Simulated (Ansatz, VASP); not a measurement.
**Na in VASP and in Ansatz**

File POSCAR:

```
Na
1.0
   -1.8387234391      1.8387234391      2.6372766800
    1.8387234391     -1.8387234391      2.6372766800
    1.9378587208      1.9378587208     -2.6372766800
Na
1
Direct
    0.0000000000      0.0000000000      0.0000000000
```

File INCAR.step1:

```
SYSTEM = Na
ALGO = Normal
EDIFF = 1E-4
ENCUT = 520
GGA = PE
ISMEAR = 0
LASPH = .TRUE.
LCHARG = .FALSE.
LREAL = .FALSE.
LWAVE = .TRUE.
NBANDS = 10
NELM = 100
PREC = Accurate
SIGMA = 0.15
```

INCAR.step2

```
SYSTEM = Na
ALGO = Normal
EDIFF = 1E-6
ENCUT = 520
ISIF = 2
ISMEAR = 0
ISTART = 1
LASPH = .TRUE.
LCHARG = .FALSE.
LMIXTAU = .TRUE.
LREAL = .FALSE.
LWAVE = .FALSE.
METAGGA = R2SCAN
NBANDS = 10
NELM = 100
PREC = Accurate
SIGMA = 0.15
```

File KPOINTS:

```
k-points
0
G
  18 18 18
  0 0 0
```

Input for Ansatz:

```yaml
crystal:
  lattice:
    - [-1.8387234391, 1.8387234391, 2.63727668]
    - [1.8387234391, -1.8387234391, 2.63727668]
    - [1.9378587208, 1.9378587208, -2.63727668]
  atoms:
    - { symbol: Na, position: [0.0, 0.0, 0.0] }
basis:
  ecutwfc: 500
kpoints:
  mp_grid: { grid: [18, 18, 18] }
hamiltonian:
  xc: r2scan
scf:
  occupations: { method: gaussian, width: 0.15 }
output:
  forces: true
  stress: true
  eigenvalues: true
```

Change from the starting cell: strain +0.0525 x Voigt [0, 0, 0, 0, 0, 1], atoms carried along.

Alike in both runs: task single point; functional r2SCAN; k mesh 18 × 18 × 18; occupations gaussian, width 0.15 eV; no spin polarisation.

|  | VASP | Ansatz |
| --- | --- | --- |
| version | VASP 6.6.1 | Ansatz 0.2.0 |
| potentials or method | VASP PAW PBE potentials, release 64 (Na_pv) | scalar-relativistic, plane waves, PAW |
| plane-wave cutoff (eV) | 520 | 500 |
| valence electrons in the cell | 7 | 9 |

|  | VASP | Ansatz | Ansatz less VASP |
| --- | --- | --- | --- |
| gap on the k mesh at the Fermi level (eV) | none | none | - |
| pressure (GPa) | -0.1 | 0.0 | +0.12 |
| largest component of the traceless stress (GPa) | 0.08 | 0.05 | -0.029 |

A gap of «none» marks a metal or a gap that the smearing closes. The two sets of potentials don't hold the same shells in valence.

Caveats: the PAW data sets were made with another functional, which shifts forces and pressure a little (VASP).
